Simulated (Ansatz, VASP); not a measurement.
**Al: VASP beside Ansatz**

```xyz
2
Lattice="2.7197 0.0000 0.0000 -1.3599 2.3553 0.0000 0.0000 0.0000 4.7792" Properties=species:S:1:pos:R:3 pbc="T T T"
Al    1.3599    0.7851    3.5844
Al    0.0000    1.5702    1.1948
```

Change from the starting cell: biaxial strain in the a-b plane, c and atoms relaxed: -3.0 %.

Alike in both runs: functional PBE; dispersion D3(BJ); k mesh 24 × 24 × 12; occupations gaussian, width 0.1 eV; no spin polarisation.

Ansatz relaxed the structure, and its values are those at the end. VASP's run is a single point on that final structure, the one shown.

|  | VASP | Ansatz |
| --- | --- | --- |
| version | VASP 6.6.1 | Ansatz 0.2.0 |
| potentials or method | VASP PAW PBE potentials, release 64 (Al) | scalar-relativistic, plane waves, PAW |
| plane-wave cutoff (eV) | 520 | 420 |
| valence electrons in the cell | 6 | 6 |

|  | VASP | Ansatz | Ansatz less VASP |
| --- | --- | --- | --- |
| gap on the k mesh at the Fermi level (eV) | none | none | - |
| pressure (GPa) | 4.2 | 4.2 | +0.03 |

A gap of «none» marks a metal or a gap that the smearing closes.

Caveats: pairwise dispersion overbinds metals, which lowers pressure and volume.
